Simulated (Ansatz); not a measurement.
CoO:

```xyz
2
Lattice="1.6022 0.9250 2.5665 -1.6022 0.9250 2.5665 0.0000 -1.8501 2.5665" Properties=species:S:1:pos:R:3 pbc="T T T"
Co    0.0000    0.0000    7.6915
O     0.0000    0.0000    5.7824
```

Measurements of this composition are mostly on another form, of space group No. 225.

| Property | Result |
| --- | --- |
| Program | Ansatz 0.2.0 |
| Task | phonons |
| Functional | PBEsol |
| Potentials or basis | Ansatz PAW |
| Cutoff | 420 eV (not typed: the program's choice for these potentials) |
| k mesh | 10 × 10 × 10 |
| Occupations | fermi-dirac, width 0.05 eV |
| Spin | collinear spin, ferromagnetic start |
| Starting moments | [2.0, 0.0] μB |
| q mesh | 2 × 2 × 2 |
| Path | [["G", "L", "B1"], ["B", "Z", "G", "X"], ["Q", "F", "P1", "Z"], ["L", "P"]] |
| Points for each segment of the path | 8 |

Problem. Is this structure dynamically stable at this level, and how far does the spectrum reach?

Solution. Yes, as far as this q mesh shows: no mode on the path is imaginary. The highest frequency is 501 cm⁻¹.

A q mesh this small can miss soft modes between its points.

Caveat: the q mesh is small, so phonon branches between its points and thermal values are rough; a cell with one magnetic atom can't hold antiferromagnetic order, which such compounds often take.
